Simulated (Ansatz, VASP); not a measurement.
# Re: VASP beside Ansatz

```xyz
1
Lattice="0.0000 1.9555 1.9555 1.9555 0.0000 1.9555 1.9555 1.9555 0.0000" Properties=species:S:1:pos:R:3 pbc="T T T"
Re    0.0000    0.0000    0.0000
```

Alike in both runs: task relaxation of cell and atoms; functional PBE; k mesh 17 × 17 × 17; occupations fermi-dirac, width 0.05 eV; no spin polarisation.

```csv
,VASP,Ansatz
version,VASP 6.6.1,Ansatz 0.2.0
potentials or method,"VASP PAW PBE potentials, release 64 (Re)","PAW with Ansatz's default frozen-core files, scalar-relativistic"
plane-wave cutoff (eV),600,420
valence electrons in the cell,7,15
```

VASP gave:

```
relaxed volume (Å³/atom)                                     : 14.98
relaxed cell length with the largest relative difference (Å) : 2.767
```

**Question.** Estimate Ansatz's values.

**Answer.** Relaxed volume (Å³/atom): 15.00; relaxed cell length with the largest relative difference (Å): 2.768.

The two sets of potentials don't hold the same shells in valence.

The runs have no spin-orbit coupling, so splittings on Re are missing.
